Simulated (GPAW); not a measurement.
Crystal: AlRu.

```
Ru Al
1.0
     2.99160    0.00000    0.00000
     0.00000    2.99160    0.00000
     0.00000    0.00000    2.99160
Ru Al
1 1
Cartesian
  1.4958 1.4958 1.4958
  0.0000 0.0000 0.0000
```

Base run:

* Program: GPAW 26.7.0
* Functional: LDA
* Potentials or basis: the program's PAW data sets (release 1.2.1) made for this functional
* Cutoff: 600 eV
* Basis: pw
* k mesh: 9 × 9 × 9
* Occupations: fermi-dirac, width 0.05 eV
* Spin: no spin polarisation

Its results: pressure -7.6 GPa.

Problem. The run is repeated on the same cell with these changes: potentials or basis from the program's PAW data sets (release 1.2.1) made for this functional to the program's PAW data sets (release 1.2.1) made for this functional, other valence; cutoff from 600 eV to 450 eV; k mesh from 9 × 9 × 9 to 7 × 7 × 7; valence electrons from 19 to 11. What comes out?

Solution. Pressure -5.3 GPa.

Caveats: the cutoff is short for stress and forces, so pressures can be off by a GPa or more (some runs).
